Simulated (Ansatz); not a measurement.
Consider TaBr3 (honeycomb trihalide sheet).

The cell holds 8 atoms: 2 Ta and 6 Br. Its edges and angles: a = 5.919 Å, b = 5.919 Å, c = 29.859 Å, α = 90.0°, β = 90.0°, γ = 120.0°. Vacuum lies along c.

```xyz
8
Lattice="4.8332 -2.4166 2.4166 -2.4166 -2.4166 -4.8332 17.2392 17.2392 -17.2392" Properties=species:S:1:pos:R:3
Ta    5.4934    3.0768   -7.9100
Ta    7.9100    3.0768   -5.4934
Br    7.9673    5.6379   -5.6379
Br    5.6379    5.6379   -7.9673
Br    8.0545    3.1341   -8.0545
Br    7.8526    2.9322   -2.9322
Br    2.9322    2.9322   -7.8526
Br    5.3488    3.0194   -5.3488
```

The structure was relaxed with LDA. The structure was generated from a model, not taken from a measurement. The runs that relaxed it are not among those shown. The program's search for lower electronic states was switched off, so nothing shows that the state found is the lowest. Spin-orbit coupling is left out unless a run names it. PAW set soft_2, made with PBE.

A constrained-RPA run (Ansatz 0.2.0; non-magnetic LDA; Ta t2g, bands v2 to c4, 6×6×1 mesh, medium accuracy) builds 6 functions on bands 2.7 eV wide, with 4.0 electrons in the window. The bare on-site interaction is 9.4 eV and the bare J 0.34 eV.

Estimate U, U′ and J.

On the Ta t2g shell, U = 3.30 eV (35 % of the bare value), U′ = 2.76 eV, J = 0.24 eV.

The parent state is non-magnetic and the interaction static (zero frequency); U depends on the window and the orbitals, so it belongs to this model alone. Spin-orbit coupling, which is strong for atoms this heavy, is left out.

[Paths, hosts, dates, memory and timing lines, banners, echoed tables and standing remarks are left out of the program output.]

[Logs are printed without paths, hosts, clocks, repeated set-up lines and the standing remarks that a program may print on its own settings, such as how far it seeks lower states.]

[Runs of the session that timed out or met a known fault of the program may be left out.]

[Hosts, paths, dates, database ids (printed as entryN), source tags and the programs' standing remarks are cut or masked in the printed files.]
